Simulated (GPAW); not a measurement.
ZnSe (Stilleite) in GPAW: the effect of strain hydrostatic

The system is ZnSe (Stilleite).

```
CELL_PARAMETERS angstrom
0.00000 2.72045 2.72045
2.72045 0.00000 2.72045
2.72045 2.72045 0.00000
ATOMIC_POSITIONS crystal
Se 0.75000 0.75000 0.75000
Zn 0.00000 0.00000 0.00000
```

Alike in all runs:

```yaml
Program: GPAW 26.7.0
Task: band structure
Functional: PBEsol
Potentials_or_basis: PAW data sets generated in the run's folder for this functional
Cutoff: 600 eV
Basis: pw
k_mesh: 8 × 8 × 8
Occupations: fermi-dirac, width 0.05 eV
Spin: no spin polarisation
Maxiter: 150
Band_path: GXWKGLUWLK,UX
Band_points: 60
```

```csv
strain hydrostatic,gap on the mesh (eV),pressure (GPa)
-0.04,1.68,8.6
-0.02,?,?
-0.01,1.30,0.8
0,1.18,-1.2
0.01,1.06,-2.8
0.02,0.95,-4.3
0.04,0.74,-6.5
```

**Question.** What does the run with strain hydrostatic -0.02 give?

**Answer.** gap on the mesh 1.42 eV; pressure 3.0 GPa.

Worked out: A parabola through the other rows of the gap on the mesh, of slope -12.6 eV per unit of strain hydrostatic there, gives 1.42 eV, against the run's 1.42. A parabola through the other rows of the pressure, of slope -243 GPa per unit of strain hydrostatic there, gives 3.2 GPa, against the run's 3.0.

Caveats: the density grid can change from cell to cell, which puts small steps into energies and stress.

Runs at the PBE level aren't shown here.
